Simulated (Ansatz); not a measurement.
# NaCl: response to strain

NaCl is deformed so: equal xy, yz and zx engineering shear strains of +1 %. What stress and forces result, by LAPW, PAW and all-electron datasets made for the crystal?

Method: DFT PBEsol, scalar-relativistic, in Ansatz 0.2.0.

**1. Starting point**

Symmetry: Pm-3m, No. 221, cubic system. The conventional cell has a = 2.860 Å, b = 2.860 Å, c = 2.860 Å, α = 90.00°, β = 90.00°, γ = 90.00°. Around Na (site symmetry m-3m) lie 8 Cl at 2.48 Å. Cl (site symmetry m-3m) has 8 Na at 2.48 Å as nearest neighbours.

As a file:

```xyz
2
Lattice="2.8600 0.0000 0.0000 0.0000 2.8600 0.0000 0.0000 0.0000 2.8600" Properties=species:S:1:pos:R:3 pbc="T T T"
Na    0.0000    0.0000    0.0000
Cl    1.4300    1.4300    1.4300
```

Atoms are numbered in the order of the input: Na1, Cl2.

**2. The deformed structure**

Space group Pm-3m before, R-3m after.

**3. LAPW, all electrons**

Input file input.yaml:

```yaml
crystal:
  lattice:
    - [2.86, 0.0143, 0.0143]
    - [0.0143, 2.86, 0.0143]
    - [0.0143, 0.0143, 2.86]
  atoms:
    - { symbol: Na, position: [0.0, 0.0, 0.0] }
    - { symbol: Cl, position: [0.5, 0.5, 0.5] }
kpoints:
  mp_grid: { grid: [8, 8, 8] }
  band_path:
    path:
      - [0.0, 0.0, 0.0]
      - [0.5, 0.5, 0.5]
      - [0.5098274679, 0.4901725321, 0.5]
      - [0.5, -0.4901725321, 0.4901725321]
      - [0.5, 0.0, 0.0]
      - [0.0, 0.0, 0.0]
      - [0.4950862661, -0.4950862661, 0.0]
      - [0.5049137339, 0.0, 0.4950862661]
      - [0.5, 0.0, 0.5]
    npoints: 5
scf:
  occupations: { method: fermi_dirac, width: 0.02 }
hamiltonian:
  xc: pbesol
  pseudopotentials: { kind: all_electron, lapw: { basis_error: 0.00025 } }
output:
  forces: true
  stress: true
  eigenvalues: true
```

Started as:

```sh
$ ansatz run input.yaml --threads 1 --pin off --max-ram 3072MiB --backend cpu --events-out ev --progress --plain --runs-dir out
```

**4. PAW with frozen cores**

Input file input.yaml:

```yaml
crystal:
  lattice:
    - [2.86, 0.0143, 0.0143]
    - [0.0143, 2.86, 0.0143]
    - [0.0143, 0.0143, 2.86]
  atoms:
    - { symbol: Na, position: [0.0, 0.0, 0.0] }
    - { symbol: Cl, position: [0.5, 0.5, 0.5] }
kpoints:
  mp_grid: { grid: [8, 8, 8] }
scf:
  occupations: { method: fermi_dirac, width: 0.02 }
hamiltonian:
  xc: pbesol
  pseudopotentials: { kind: paw }
output:
  forces: true
  stress: true
  eigenvalues: true
  efg: { contact_densities: true }
  write_density: true
  write_potential: true
  elf: true
  volumetric_format: npy
```

**5. All-electron PAW on datasets made for the crystal**

input.yaml, as its differences from that of step 4:

```diff
@@ -14,3 +14,3 @@
   xc: pbesol
-  pseudopotentials: { kind: paw }
+  pseudopotentials: { kind: all_electron, datasets: crystal }
 output:
@@ -20,5 +20 @@
   efg: { contact_densities: true }
-  write_density: true
-  write_potential: true
-  elf: true
-  volumetric_format: npy
```

(Steps that only read results are left out.)

Before running it: what results should come out? Wanted: pressure; largest shear or deviatoric stress.

As calculated:

| quantity | value |
| --- | --- |
| pressure | LAPW 59.50, PAW 59.48, crystal datasets 59.50 GPa |
| largest shear or deviatoric stress (LAPW) | 0.66 GPa |

**Reading.** The largest part of the stress beyond the pressure is 0.66 GPa in size; the atoms are carried along and not relaxed. No run of the undeformed cell stands beside it, so the pressure holds what the given cell had before the change. PAW: stress within 0.02 GPa of LAPW. Crystal datasets: stress within 0.01 GPa of LAPW.
